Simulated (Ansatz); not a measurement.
# HfC: from a guess to a relaxed structure, part 1 of 2

The task: take a trial cell of HfC to zero force and stress.

Method: DFT PBE, scalar-relativistic, plane waves, PAW, in Ansatz 0.2.0.

## 1. The system as given

The structure is hexagonal, space group P6_3mc (No. 186). Conventional cell: a = 3.708 Å, b = 3.708 Å, c = 6.049 Å, α = 90.00°, β = 90.00°, γ = 120.00°. Around Hf (site symmetry 3m) lie 4 C at 2.27 Å. C (site symmetry 3m) is surrounded by 4 Hf at 2.27 Å.

As a file:

```cif
data_structure
_symmetry_space_group_name_H-M 'P6_3mc'
_symmetry_Int_Tables_number 186
_cell_length_a 3.7080
_cell_length_b 3.7080
_cell_length_c 6.0490
_cell_angle_alpha 90.000
_cell_angle_beta 90.000
_cell_angle_gamma 120.000
_cell_volume 72.03
loop_
_atom_site_label
_atom_site_type_symbol
_atom_site_symmetry_multiplicity
_atom_site_Wyckoff_symbol
_atom_site_fract_x
_atom_site_fract_y
_atom_site_fract_z
_atom_site_occupancy
Hf1 Hf 2 b 0.66667 0.33333 0.49995 1
C1 C 2 b 0.66667 0.33333 0.87591 1
```

A structure generator made this guess: species swapped into a database cell of CdSe (P6_3mc, No. 186), with Hf on the Cd sites and C on the Se sites. Lengths come from tabulated atomic sizes and are only a guess.

## 2. Probe: one point on a coarse mesh

Input file input.yaml:

```yaml
crystal:
  lattice:
    - [3.7080203, 0.0, 0.0]
    - [-1.85401015, 3.21123978, 0.0]
    - [0.0, 0.0, 6.04895378]
  atoms:
    - { symbol: Hf, position: [0.66666667, 0.33333333, 0.49995336] }
    - { symbol: Hf, position: [0.33333333, 0.66666667, 0.99995336] }
    - { symbol: C, position: [0.66666667, 0.33333333, 0.87590665] }
    - { symbol: C, position: [0.33333333, 0.66666667, 0.37590665] }
basis:
  ecutwfc: 420
kpoints:
  mp_grid: { grid: [6, 6, 4] }
hamiltonian:
  xc: pbe
scf:
  occupations: { method: gaussian, width: 0.1 }
  lower_state_search: "off"
output:
  forces: true
  stress: true
  eigenvalues: true
```

Run with:

```sh
ansatz run input.yaml --threads 1 --pin off --max-ram 2560MiB --backend cpu --events-out ev --progress --plain --runs-dir out
```

The program printed, shortened:

```text
[...]
SCF converged after 7 iterations
Free energy (F): -31945.751287 eV
[...]
E sigma→0 (E₀):  -31945.751287 eV
Fermi energy:    13.133109 eV
[...]
--- Forces (eV/Å), atoms counted from 1 ---
  atom   1  Hf     0.00000000    -0.00000000    -0.33601034
  atom   2  Hf     0.00000000     0.00000000    -0.33601034
  atom   3  C      0.00000000    -0.00000000     0.33601691
  atom   4  C      0.00000000     0.00000000     0.33601691
[...]
--- Stress (GPa, compression-positive) ---
      -13.686931       0.000000      -0.000000
        0.000000     -13.686931      -0.000000
       -0.000000      -0.000000     -20.051331
  P = ⅓ Tr σ = -15.8084 GPa (-158.084 kbar)
--- Band table (eV; the first three rows and the last of 21) ---
[...]
```

Run time: 2.7 s. Hardware: 1 thread of Intel Xeon Platinum 8488C (Sapphire Rapids), shared host; peak memory 0.39 GiB.

From the probe: pressure -15.8 GPa, largest force 0.34 eV/Å, gap on this mesh 1.03 eV. A cheap, loose relaxation comes first.

## 3. Rough relaxation on the coarse mesh

input.yaml, as its differences from that of step 2:

```diff
@@ -23 +23,6 @@
   eigenvalues: true
+relax:
+  adjacent_minimum: "off"
+  f_tol: 0.04
+  max_steps: 70
+  cell: { stress_tol: 0.4 }
```

Run with:

```sh
ansatz run input.yaml --threads 1 --pin off --max-ram 2560MiB --backend cpu --events-out ev --progress --plain --runs-dir out
```

The program printed:

```text
Warning: RAYON_NUM_THREADS=1 ignored (pool sized by the plan → 1); use --threads N
Engine: ansatz 0.2.0, x86_64-unknown-linux-gnu
Pseudopotentials: kind: paw
Pseudopotential: Hf, paw, valence charge 26, recommended cutoff 420 eV (normal), Hf.paw.azcp
Pseudopotential: C, paw, valence charge 4, recommended cutoff 420 eV (normal), C.paw.azcp
Functional definition: PBE
  parameter kappa = 0.804
  parameter beta = 0.06672455060314922
  exchange = pbe_x(kappa = kappa, mu = beta*pi^2/3)
  correlation = pbe_c(beta = beta)
Crystal: 4 atoms, lattice volume = 72.027 Å³
Basis set: ecut = 420 eV, 1389 PW (Γ), exchange–correlation on 50×50×90 points (8 copies of the dense FFT grid, shifted against one another)
Bands: 36, of which v1, the nominal top of the filled ones, is band 30 counted from 1 (29 counted from 0)
Symmetry: 12 space group operations
Space group: P63mc (ITA 186), of the structure as read, at distance tolerance 4.2e-5 Å
k-points: 21 of 144 (time reversal used)
Non-local potential: Hf, projectors of the file, l = 0: 3, l = 1: 2, l = 2: 2, l = 3: 3
Non-local potential: C, projectors of the file, l = 0: 2, l = 1: 2, l = 2: 1
PAW form: soft (Blöchl's): semilocal exchange-correlation on the pseudo side does not see the compensation charge
PAW one-centre angular grid: Hf, 590 points (default); XC on 64 Gauss nodes
PAW one-centre angular grid: C, 110 points (default); XC on 64 Gauss nodes
Initial density: superposition of atomic densities (neutral atoms: chi_scale 0, normalization atom), corrected by the library's trained network
Initial wavefunctions: pseudopotential atomic-orbital guess
Functional: x = pbe(κ = 0.804, μ = 0.2195149727645171), c = pbe(β = 0.06672455060314922)
SCF iter   1: F=—  HF=-31945.758972 eV  |F-HF|=—  |Δ(HF+E_count)|=         —  Δρ=6.67e-3  dr2=4.95e-2  ethr=1.77e-3  ⟨swp⟩=4.3  Hψ=2343  notcnv=0
preconditioner: auto → Resta (q_TF=auto, 2.646 Å⁻¹)  ε∞=4.9  [insulator: Δε(μ)=1.112 eV  Ē_g=16.525 eV  σ=0.100 eV  W_gap=1.00  n_scr=22 (ndim 8)  ℏωp=32.7 eV  f_vac=0.011  D(μ)=0.00/eV (n_scr^D=0)  ε∞_Penn≈4.9]
SCF iter   2: F=—  HF=-31945.750483 eV  |F-HF|=—  |Δ(HF+E_count)|=   8.49e-3  Δρ=1.97e-3  dr2=1.90e-3  ethr=8.24e-5  ⟨swp⟩=2.0  Hψ=1088  notcnv=0
SCF iter   3: F=—  HF=-31945.750915 eV  |F-HF|=—  |Δ(HF+E_count)|=   4.32e-4  Δρ=1.13e-3  dr2=7.54e-4  ethr=3.16e-6  ⟨swp⟩=2.0  Hψ=1019  notcnv=0
SCF iter   4: F=—  HF=-31945.751275 eV  |F-HF|=—  |Δ(HF+E_count)|=   3.60e-4  Δρ=4.27e-4  dr2=1.40e-4  ethr=1.26e-6  ⟨swp⟩=2.0  Hψ=1184  notcnv=0
SCF iter   5: F=—  HF=-31945.751251 eV  |F-HF|=—  |Δ(HF+E_count)|=   2.42e-5  Δρ=1.37e-4  dr2=1.47e-5  ethr=2.33e-7  ⟨swp⟩=2.0  Hψ=1310  notcnv=0
SCF iter   6: F=—  HF=-31945.751287 eV  |F-HF|=—  |Δ(HF+E_count)|=   3.59e-5  Δρ=2.52e-5  dr2=4.36e-7  ethr=2.45e-8  ⟨swp⟩=2.0  Hψ=892  notcnv=0
SCF iter   7: F=-31945.751287 eV  HF=-31945.751287 eV  |F-HF|=1.34e-9  |Δ(HF+E_count)|=   2.99e-7  Δρ=7.26e-6  dr2=3.71e-8  ethr=1.67e-10  ⟨swp⟩=7.8  Hψ=3202  notcnv=0
SCF 1 converged in 7 iterations: F = -31945.751287 eV  dr2 = 3.71e-8
relax step   1: F+E_penalty+E_count = -31945.75128704 eV  Δ(F+E_penalty+E_count) = +0.000e0 eV  max|allowed force component| = 3.360e-1 eV/Å  Δτ_max = 0.0000 Å  P = -15.808 GPa  Ω = 72.027 Å³  (7 SCF iters, dr2 threshold 1.00e-7 eV, accepted)
Crystal: 4 atoms, lattice volume = 65.054 Å³
Basis set: ecut = 420 eV, 1255 PW (Γ), exchange–correlation on 50×50×90 points (8 copies of the dense FFT grid, shifted against one another)
Initial density: handed on by an earlier stage of this run
Initial wavefunctions: those handed on with the density
iter 1 solved again at ethr=3.95e-4 eV; its pass at ethr=3.10e-3 eV (dr2=2.37e-1 eV) is discarded
SCF iter   1: F=—  HF=-31946.339478 eV  |F-HF|=—  |Δ(HF+E_count)|=         —  Δρ=1.69e-2  dr2=2.48e-1  ethr=3.95e-4  ⟨swp⟩=1.0  Hψ=3684  notcnv=0
preconditioner: auto → Resta (q_TF=auto, 2.692 Å⁻¹)  ε∞=5.3  [insulator: Δε(μ)=1.181 eV  Ē_g=16.607 eV  σ=0.100 eV  W_gap=1.00  n_scr=22 (ndim 8)  ℏωp=34.5 eV  f_vac=0.003  D(μ)=0.00/eV (n_scr^D=0)  ε∞_Penn≈5.3]
SCF iter   2: F=—  HF=-31946.284478 eV  |F-HF|=—  |Δ(HF+E_count)|=   5.50e-2  Δρ=4.11e-3  dr2=1.19e-2  ethr=3.95e-4  ⟨swp⟩=2.0  Hψ=1041  notcnv=0
SCF iter   3: F=—  HF=-31946.282869 eV  |F-HF|=—  |Δ(HF+E_count)|=   1.61e-3  Δρ=2.25e-3  dr2=3.47e-3  ethr=1.99e-5  ⟨swp⟩=2.5  Hψ=1344  notcnv=0
SCF iter   4: F=—  HF=-31946.282281 eV  |F-HF|=—  |Δ(HF+E_count)|=   5.88e-4  Δρ=1.30e-3  dr2=1.51e-3  ethr=5.79e-6  ⟨swp⟩=2.0  Hψ=1239  notcnv=0
SCF iter   5: F=—  HF=-31946.282137 eV  |F-HF|=—  |Δ(HF+E_count)|=   1.44e-4  Δρ=3.31e-4  dr2=4.01e-5  ethr=2.51e-6  ⟨swp⟩=2.0  Hψ=919  notcnv=0
SCF iter   6: F=—  HF=-31946.282175 eV  |F-HF|=—  |Δ(HF+E_count)|=   3.75e-5  Δρ=1.27e-4  dr2=1.08e-5  ethr=6.69e-8  ⟨swp⟩=2.0  Hψ=1386  notcnv=0
SCF iter   7: F=—  HF=-31946.282178 eV  |F-HF|=—  |Δ(HF+E_count)|=   3.28e-6  Δρ=4.21e-5  dr2=9.29e-7  ethr=1.79e-8  ⟨swp⟩=3.0  Hψ=1384  notcnv=0
SCF iter   8: F=-31946.282178 eV  HF=-31946.282178 eV  |F-HF|=1.02e-7  |Δ(HF+E_count)|=   1.36e-7  Δρ=7.75e-6  dr2=4.16e-8  ethr=6.67e-10  ⟨swp⟩=6.6  Hψ=3748  notcnv=0
SCF 2 converged in 8 iterations: F = -31946.282178 eV  dr2 = 4.16e-8
relax step   2: F+E_penalty+E_count = -31946.28217758 eV  Δ(F+E_penalty+E_count) = -5.309e-1 eV  max|allowed force component| = 2.259e-1 eV/Å  Δτ_max = 0.0230 Å  P = -3.849 GPa  Ω = 65.054 Å³  energy of the carried Pulay correction = +8.203e-3 eV  (8 SCF iters, dr2 threshold 4.00e-7 eV, accepted)
Crystal: 4 atoms, lattice volume = 62.869 Å³
Basis set: ecut = 420 eV, 1183 PW (Γ), exchange–correlation on 50×50×90 points (8 copies of the dense FFT grid, shifted against one another)
iter 1 solved again at ethr=4.37e-5 eV; its pass at ethr=3.10e-3 eV (dr2=2.62e-2 eV) is discarded
SCF iter   1: F=—  HF=-31946.470227 eV  |F-HF|=—  |Δ(HF+E_count)|=         —  Δρ=9.47e-3  dr2=2.69e-2  ethr=4.37e-5  ⟨swp⟩=2.0  Hψ=4632  notcnv=0
preconditioner: auto → Resta (q_TF=auto, 2.707 Å⁻¹)  ε∞=5.4  [insulator: Δε(μ)=1.225 eV  Ē_g=16.716 eV  σ=0.100 eV  W_gap=1.00  n_scr=22 (ndim 8)  ℏωp=35.0 eV  f_vac=0.012  D(μ)=0.00/eV (n_scr^D=0)  ε∞_Penn≈5.4]
SCF iter   2: F=—  HF=-31946.467891 eV  |F-HF|=—  |Δ(HF+E_count)|=   2.34e-3  Δρ=4.89e-3  dr2=5.47e-3  ethr=4.37e-5  ⟨swp⟩=2.0  Hψ=918  notcnv=0
SCF iter   3: F=—  HF=-31946.468717 eV  |F-HF|=—  |Δ(HF+E_count)|=   8.26e-4  Δρ=1.43e-3  dr2=8.90e-4  ethr=9.12e-6  ⟨swp⟩=2.3  Hψ=1397  notcnv=0
SCF iter   4: F=—  HF=-31946.468879 eV  |F-HF|=—  |Δ(HF+E_count)|=   1.61e-4  Δρ=4.34e-4  dr2=1.12e-4  ethr=1.48e-6  ⟨swp⟩=2.0  Hψ=1384  notcnv=0
SCF iter   5: F=—  HF=-31946.468836 eV  |F-HF|=—  |Δ(HF+E_count)|=   4.25e-5  Δρ=2.23e-4  dr2=2.18e-5  ethr=1.87e-7  ⟨swp⟩=3.1  Hψ=1842  notcnv=0
SCF iter   6: F=—  HF=-31946.468834 eV  |F-HF|=—  |Δ(HF+E_count)|=   2.48e-6  Δρ=6.60e-5  dr2=2.43e-6  ethr=3.63e-8  ⟨swp⟩=2.1  Hψ=1280  notcnv=0
SCF iter   7: F=-31946.468834 eV  HF=-31946.468834 eV  |F-HF|=4.09e-8  |Δ(HF+E_count)|=   6.47e-7  Δρ=1.33e-5  dr2=1.20e-7  ethr=6.67e-10  ⟨swp⟩=8.6  Hψ=4570  notcnv=0
SCF 3 converged in 7 iterations: F = -31946.468834 eV  dr2 = 1.20e-7
relax step   3: F+E_penalty+E_count = -31946.46883425 eV  Δ(F+E_penalty+E_count) = -1.867e-1 eV  max|allowed force component| = 4.200e-1 eV/Å  Δτ_max = 0.0459 Å  P = +0.056 GPa  Ω = 62.869 Å³  energy of the carried Pulay correction = +1.095e-2 eV  (7 SCF iters, dr2 threshold 4.00e-7 eV, accepted)
[... from here on, the SCF cycles and remarks between the steps are left out ...]
relax step   4: F+E_penalty+E_count = -31946.73679437 eV  Δ(F+E_penalty+E_count) = -2.680e-1 eV  max|allowed force component| = 6.891e-1 eV/Å  Δτ_max = 0.0723 Å  P = -1.295 GPa  Ω = 62.099 Å³  energy of the carried Pulay correction = +1.194e-2 eV  (7 SCF iters, dr2 threshold 4.00e-7 eV, accepted)
relax step   5: F+E_penalty+E_count = -31947.03946557 eV  Δ(F+E_penalty+E_count) = -3.027e-1 eV  max|allowed force component| = 7.664e-1 eV/Å  Δτ_max = 0.0787 Å  P = -0.926 GPa  Ω = 60.725 Å³  energy of the carried Pulay correction = +1.373e-2 eV  (7 SCF iters, dr2 threshold 4.00e-7 eV, accepted)
relax step   6: F+E_penalty+E_count = -31947.18050462 eV  Δ(F+E_penalty+E_count) = -1.410e-1 eV  max|allowed force component| = 6.637e-2 eV/Å  Δτ_max = 0.1224 Å  P = +2.934 GPa  Ω = 58.980 Å³  energy of the carried Pulay correction = +1.606e-2 eV  (7 SCF iters, dr2 threshold 4.00e-7 eV, accepted)
relax step   7: F+E_penalty+E_count = -31947.10261744 eV  Δ(F+E_penalty+E_count) = +7.789e-2 eV  max|allowed force component| = 2.972e-3 eV/Å  Δτ_max = 0.0330 Å  P = -2.472 GPa  Ω = 60.331 Å³  energy of the carried Pulay correction = +1.425e-2 eV  (7 SCF iters, dr2 threshold 4.00e-7 eV, rejected (line search))
relax step   8: F+E_penalty+E_count = -31947.20162250 eV  Δ(F+E_penalty+E_count) = -2.112e-2 eV  max|allowed force component| = 1.171e-1 eV/Å  Δτ_max = 0.0210 Å  P = -0.723 GPa  Ω = 59.815 Å³  energy of the carried Pulay correction = +1.494e-2 eV  (7 SCF iters, accepted)
relax step   9: F+E_penalty+E_count = -31947.15685353 eV  Δ(F+E_penalty+E_count) = +4.477e-2 eV  max|allowed force component| = 4.979e-1 eV/Å  Δτ_max = 0.0948 Å  P = -0.768 GPa  Ω = 60.197 Å³  energy of the carried Pulay correction = +1.443e-2 eV  (8 SCF iters, dr2 threshold 4.00e-7 eV, rejected (line search))
relax step  10: F+E_penalty+E_count = -31947.20702432 eV  Δ(F+E_penalty+E_count) = -5.402e-3 eV  max|allowed force component| = 1.080e-1 eV/Å  Δτ_max = 0.0098 Å  P = -0.060 GPa  Ω = 59.647 Å³  energy of the carried Pulay correction = +1.516e-2 eV  (9 SCF iters, accepted)
relax step  11: F+E_penalty+E_count = -31947.20758518 eV  Δ(F+E_penalty+E_count) = -5.609e-4 eV  max|allowed force component| = 1.684e-1 eV/Å  Δτ_max = 0.0441 Å  P = -0.158 GPa  Ω = 59.787 Å³  energy of the carried Pulay correction = +1.498e-2 eV  (7 SCF iters, dr2 threshold 4.00e-7 eV, accepted)
relax step  12: F+E_penalty+E_count = -31947.21144365 eV  Δ(F+E_penalty+E_count) = -3.858e-3 eV  max|allowed force component| = 6.334e-2 eV/Å  Δτ_max = 0.0281 Å  P = +0.018 GPa  Ω = 59.655 Å³  energy of the carried Pulay correction = +1.515e-2 eV  (5 SCF iters, dr2 threshold 4.00e-7 eV, accepted)
relax step  13: F+E_penalty+E_count = -31947.21254368 eV  Δ(F+E_penalty+E_count) = -1.100e-3 eV  max|allowed force component| = 7.392e-3 eV/Å  Δτ_max = 0.0111 Å  P = +0.044 GPa  Ω = 59.668 Å³  energy of the carried Pulay correction = +1.514e-2 eV  (5 SCF iters, dr2 threshold 2.51e-7 eV, accepted)
Basis set: ecut = 420 eV, 1143 PW (Γ), exchange–correlation on 54×54×64 points (8 copies of the dense FFT grid, shifted against one another)
Initial wavefunctions: pseudopotential atomic-orbital guess (no wavefunctions were taken with the density)
iter 1 solved again at ethr=5.63e-8 eV; its pass at ethr=3.10e-3 eV (dr2=3.38e-5 eV) is discarded
SCF iter   1: F=—  HF=-31947.212974 eV  |F-HF|=—  |Δ(HF+E_count)|=         —  Δρ=2.96e-4  dr2=5.41e-6  ethr=5.63e-8  ⟨swp⟩=3.3  Hψ=4588  notcnv=0
preconditioner: auto → Resta (q_TF=auto, 2.731 Å⁻¹)  ε∞=5.5  [insulator: Δε(μ)=0.234 eV  Ē_g=17.030 eV  σ=0.100 eV  W_gap=0.88  n_scr=22 (ndim 8)  ℏωp=36.0 eV  f_vac=0.034  D(μ)=0.46/eV (n_scr^D=0)  ε∞_Penn≈5.5]
SCF iter   2: F=—  HF=-31947.212974 eV  |F-HF|=—  |Δ(HF+E_count)|=   2.46e-7  Δρ=1.73e-4  dr2=3.50e-6  ethr=9.01e-9  ⟨swp⟩=2.2  Hψ=1390  notcnv=0
SCF iter   3: F=—  HF=-31947.212981 eV  |F-HF|=—  |Δ(HF+E_count)|=   7.04e-6  Δρ=8.65e-5  dr2=5.95e-7  ethr=5.84e-9  ⟨swp⟩=2.0  Hψ=1279  notcnv=0
SCF iter   4: F=—  HF=-31947.212984 eV  |F-HF|=—  |Δ(HF+E_count)|=   2.79e-6  Δρ=8.31e-6  dr2=1.05e-8  ethr=9.92e-10  ⟨swp⟩=2.0  Hψ=1284  notcnv=0
SCF iter   5: F=—  HF=-31947.212984 eV  |F-HF|=—  |Δ(HF+E_count)|=   2.95e-8  Δρ=3.11e-6  dr2=1.60e-9  ethr=4.27e-12  ⟨swp⟩=5.6  Hψ=3361  notcnv=0
SCF iter   6: F=-31947.212984 eV  HF=-31947.212984 eV  |F-HF|=2.26e-10  |Δ(HF+E_count)|=   4.75e-9  Δρ=7.55e-7  dr2=1.21e-10  ethr=2.67e-12  ⟨swp⟩=4.4  Hψ=2757  notcnv=0
SCF 14 converged in 6 iterations: F = -31947.212984 eV  dr2 = 1.21e-10
relax step  14: F+E_penalty+E_count = -31947.21298415 eV  Δ(F+E_penalty+E_count) = -4.405e-4 eV  max|allowed force component| = 9.856e-3 eV/Å  Δτ_max = 0.0000 Å  P = +0.052 GPa  Ω = 59.668 Å³  stress off target by 1.38e-1 GPa  SCF on the basis re-selected at this cell (its energy is not comparable with the rows above)  (6 SCF iters)
basis re-selected at this cell: Δ(F+E_penalty+E_count) = -4.405e-4 eV, ΔP = +0.008 GPa vs the last step (what re-selecting the basis moved, of the pressure what is left beyond the Pulay correction that the steps carried, after the strain that the cell walked since its last selection, with what the two solves' SCF thresholds leave and, on support functions, any second-order correction that the steps lacked; it is no measure of the basis error at this ecutwfc). The dense FFT grid was sized anew with the basis: this SCF ran on 27×27×32 points, the steps before it on 25×25×45, so part of this shift can come from that change (see relax.cell in the input reference). This SCF's stress stands 1.38e-1 GPa from its target on what of the cell is left free (relax.cell.stress_tol is 4.00e-1 GPa) and its largest allowed force component is 9.86e-3 eV/Å (relax.f_tol is 4.00e-2 eV/Å): within both
SCF converged after 6 iterations
Free energy (F): -31947.212984 eV
Harris-Foulkes:  -31947.212984 eV  (|F-HF|=2.26e-10)
Internal energy: -31947.210678 eV  (E = F + TS)
E sigma→0 (E₀):  -31947.211831 eV
Entropy (-TS):   -0.002307 eV (-0.577 meV/atom)
Fermi energy:    16.436749 eV
--- Per-component energies (eV) ---
  E_band       = 0.180115
  E_kinetic    = 1022.027809
  E_local      = -11381.975853  (includes V_loc(G=0)·N_el)
  E_nonlocal   = -2433.399909
  E_hartree    = 5307.060529
  E_xc         = -696.711817
  E_vxc        = -652.179090  (∫ρ·V_xc dr)
  E_paw        = -14053.738698  (= ΣΔE_a)
  E_vpaw       = 2831.586605  (= ΣTr[D̂ρ^β])
  E_aug_tail   = 0.000011  (compensation charges beyond the density's cutoff)
  E_ewald      = -9710.472749
  E_smearing   = -0.002307  (= −TS)
  E_closure    = 0.000000  (closes the sum)
  Σ components = -31947.212984   (vs F -31947.212984, Δ=0.00e0)
--- Forces (eV/Å), atoms counted from 1 ---
  atom   1  Hf     0.00000000     0.00000000    -0.00985673
  atom   2  Hf    -0.00000000    -0.00000000    -0.00985673
  atom   3  C      0.00000000     0.00000000     0.00985461
  atom   4  C     -0.00000000    -0.00000000     0.00985461
  max |Σ_I F_I| component: 4.24e-6 eV/Å
--- Stress (GPa, compression-positive) ---
        0.138421       0.000000       0.000000
        0.000000       0.138421      -0.000000
        0.000000      -0.000000      -0.121756
  P = ⅓ Tr σ = 0.0517 GPa (0.517 kbar)
--- Band table (eV; the first three rows and the last of 21) ---
  k-point 0: bands = ["-44.8018", "-44.7483", "-13.7569", "-13.6045", "-13.6045", "-13.4073", "-13.4073", "-13.1822", "4.6343", "5.1027", "5.2629", "5.2651", "5.2721", "5.2731", "5.2731", "5.2733", "5.2733", "5.2984", "5.2984", "5.3005", "5.3005", "5.3253", "5.5002", "6.7362", "13.6548", "13.6548", "13.8006", "13.8006", "14.4104", "17.4908", "17.7096", "17.7096", "18.9565", "21.1711", "21.2182", "21.2182"]
  k-point 1: bands = ["-44.7940", "-44.7561", "-13.6813", "-13.5757", "-13.5757", "-13.4362", "-13.4362", "-13.2758", "4.8756", "5.0917", "5.2642", "5.2653", "5.2653", "5.2660", "5.2660", "5.2707", "5.2778", "5.3087", "5.3087", "5.3110", "5.3110", "5.3168", "5.7374", "6.8596", "13.4162", "13.4162", "13.4724", "13.5675", "13.5675", "15.1675", "18.7238", "18.7238", "19.4591", "21.5713", "21.5713", "22.3053"]
  k-point 2: bands = ["-44.7751", "-44.7751", "-13.5059", "-13.5059", "-13.5059", "-13.5059", "-13.4874", "-13.4874", "5.0520", "5.0520", "5.2607", "5.2607", "5.2607", "5.2607", "5.2675", "5.2675", "5.2994", "5.2994", "5.3176", "5.3176", "5.3176", "5.3176", "6.5529", "6.5529", "13.1812", "13.1812", "13.2915", "13.2915", "13.2915", "13.2915", "20.6009", "20.6009", "20.7560", "20.7560", "20.7560", "20.7560"]
  k-point 20: bands = ["-44.7717", "-44.7717", "-13.8072", "-13.8072", "-13.5826", "-13.5826", "-13.2626", "-13.2626", "5.2204", "5.2204", "5.2317", "5.2317", "5.2479", "5.2479", "5.2720", "5.2720", "5.2765", "5.2765", "5.3017", "5.3017", "5.3243", "5.3243", "7.7424", "7.7424", "11.8550", "11.8550", "14.0616", "14.0616", "14.5260", "14.5260", "17.8450", "17.8450", "20.7608", "20.7608", "21.9709", "21.9709"]
--- Relaxed structure (13 steps of the walk, 11 accepted, 1 SCFs on fresh bases) ---
  F+E_penalty+E_count = -31947.21298415 eV   max|allowed force component| = 9.856e-3 eV/Å   (the final SCF, on the basis selected at the relaxed cell)
  cell:  # Å, volume = 59.6681 Å³
    - [3.8455106583100482, 4.505540126289903e-34, 8.009849113404269e-34]
    - [-1.9227553291550241, 3.3303099206203224, -1.144936790251153e-17]
    - [5.599970157344166e-34, -2.1566965416374054e-17, 4.659115797368697]
  atoms:
    - { symbol: Hf, position: [0.6666666666666666, 0.3333333333333333, 0.446008332134388] }
    - { symbol: Hf, position: [0.3333333333333333, 0.6666666666666666, 0.9460083321343883] }
    - { symbol: C, position: [0.6666666666666666, 0.3333333333333333, 0.9298516778656117] }
    - { symbol: C, position: [0.3333333333333333, 0.6666666666666666, 0.42985167786561196] }
```

It took 53 s on 1 thread of Intel Xeon Platinum 8488C (Sapphire Rapids), shared host; peak memory 0.41 GiB.

The steps of the relaxation:

```
step  energy from step 1 (eV/cell)  largest force component (eV/Å)  pressure (GPa)  volume (Å³)
   1                        0.0000                          0.3360          -15.81        72.03
   2                       -0.5309                          0.2259           -3.85        65.05
   3                       -0.7175                          0.4200            0.06        62.87
   4                       -0.9855                          0.6891           -1.29        62.10
   5                       -1.2882                          0.7664           -0.93        60.72
   6                       -1.4292                          0.0664            2.93        58.98
   7                       -1.3513                          0.0030           -2.47        60.33
   8                       -1.4503                          0.1171           -0.72        59.82
   9                       -1.4056                          0.4979           -0.77        60.20
  10                       -1.4557                          0.1080           -0.06        59.65
  11                       -1.4563                          0.1684           -0.16        59.79
  12                       -1.4602                          0.0633            0.02        59.66
  13                       -1.4613                          0.0074            0.04        59.67
  14                       -1.4617                          0.0099            0.05        59.67
```

Step 1 is the start. Step 14 repeats the geometry before it on a plane-wave basis chosen anew for that cell, so its energy need not be comparable with the rows above. Steps 7, 9 were tried and not accepted.

|  | before | after | change |
| --- | --- | --- | --- |
| a (Å) | 3.708 | 3.846 | +3.7 % |
| b (Å) | 3.708 | 3.846 | +3.7 % |
| c (Å) | 6.049 | 4.659 | -23.0 % |
| volume (Å³/atom) | 18.01 | 14.92 | -17.2 % |
| shortest distance (Å) | 2.269 | 2.221 | -2.1 % |
| space group (0.01 Å) | P6_3mc | P6_3mc | same |

Forces and stress were held to the start's 12 operations: a distortion of lower symmetry was not tested.

(Continued in part 2 of 2.)
